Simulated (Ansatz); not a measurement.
**BaTiO3 (R3m), an elastic constant from a strain scan**

Level of theory: Ansatz, DFT PBE, scalar-relativistic, plane waves, PAW. Settings: plane waves to 420 eV, k-mesh 6×6×6 (Γ-centred), Gaussian smearing 0.05 eV. No spin polarisation. Energies are free energies at this smearing, counted from the undisturbed cell; pressure is positive in compression.

The starting cell (relaxed at this level; it needn't be the usual structure):

```
Ba Ti O
1.0
     2.86307    1.65299    2.35630
    -2.86307    1.65299    2.35630
     0.00000   -3.30599    2.35630
Ba Ti O
1 1 3
Direct
  0.00495 0.00495 0.00495
  0.51919 0.51919 0.51919
  0.48839 0.48839 0.97777
  0.48839 0.97777 0.48839
  0.97777 0.48839 0.48839
```

The cell is strained by ε times the Voigt pattern (1, 0, 0, 0, 0, 0) (xx, yy, zz, yz, xz, xy; engineering shear) with fractional coordinates fixed. The cell holds 5 atoms in V0 = 66.91 Å³. The stress column is τ = (1/V0) dE/dε, got from the stress tensor σ (compression positive) at each point as −det(1 + εP) σ : P(1 + εP)⁻¹, with P the pattern as a tensor.

| ε | ΔE (meV/atom) | τ (GPa) |
| --- | --- | --- |
| -0.0600 | 51.758 | -22.061 |
| -0.0450 | 28.171 | -15.721 |
| -0.0300 | 12.142 | -9.973 |
| -0.0150 | 2.945 | -4.755 |
| 0.0000 | 0.000 | -0.013 |
| 0.0150 | 2.747 | 4.300 |
| 0.0300 | 10.623 | 8.223 |
| 0.0450 | 23.193 | 11.796 |
| 0.0525 | 31.098 | 13.461 |
| 0.0600 | ? | ? |

Q: Which combination of elastic constants does this scan measure, and how large is it?

A: For small ε, τ = τ0 + Kε with K = pᵀCp, which for this pattern is C11 in the Cartesian frame shown. The parabola through τ at ε = -0.0150, 0 and 0.0150 has slope K = 302 GPa at zero. The energies per cell, E = NΔE, of the same two points give K = 2[E(ε₊)/ε₊ − E(ε₋)/ε₋]/[(ε₊ − ε₋)V0] = 303 GPa, in agreement. These are clamped-ion values.

Q: Predict the withheld row at ε = 0.0600 from the harmonic law, and compare.

A: ΔE = V0(τ0 ε + Kε²/2)/N = 45.309 meV/atom and τ = 18.10 GPa. The calculation gives 40.044 meV/atom and 15.05 GPa: the energy lies 12 % below the harmonic value, as bonds soften when stretched.

Forces appear on the atoms along this scan, and letting them relax would lower the energy and soften the response.

Cost: 10 runs of about 1.8 core-minutes in all, on Arm Neoverse V2 (shared hosts).